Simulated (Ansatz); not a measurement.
# BaTe: elastic constants from stress and strain

```
CELL_PARAMETERS angstrom
0.00000 3.41000 3.41000
3.41000 0.00000 3.41000
3.41000 3.41000 0.00000
ATOMIC_POSITIONS crystal
Ba 0.00000 0.00000 0.00000
Te 0.50000 0.50000 0.50000
```

Atom numbers follow the list: Ba1, Te2.

The cell is COD entry 1010423, as deposited and not checked against the literature; nothing was relaxed. It is an old determination, and later ones may differ.

No spin–orbit coupling, which matters for the heavy atoms here.

Computed with Ansatz 0.2.0, DFT, PBE, all-electron LAPW, scalar-relativistic.

Sampling and basis: a Γ-centred 10×10×10 k mesh, Fermi–Dirac smearing of 0.05 eV, basis error target 0.25 meV/atom, no spin polarisation.

The unstrained cell is at 3.81 GPa. Large strains and very small stresses are left out. Each strain is applied once, with fractional coordinates held (clamped ions), and σ below is the change of stress, positive in tension. One finite strain gives stress–strain coefficients at this pressure with an error of the order of the strain times third-order constants, a few per cent for each per cent of strain.

Problem. With x and y strained by +1.5 %, z held, the run gives σxx = 1.65 GPa, σzz = 0.38 GPa and εxx = εyy = 0.0150. Which stiffness follows?

Solution. C12 = σzz/(2εxx) = 13 GPa and C11 + C12 = σxx/εxx = 110 GPa.

Problem. What do those two numbers (x and y strained by +1.5 %, z held) give for C11, and is the cell stable to tetragonal shear?

Solution. C11 = 110 − 13 = 97 GPa and C11 − C12 = 84 GPa: positive, so stable to it.
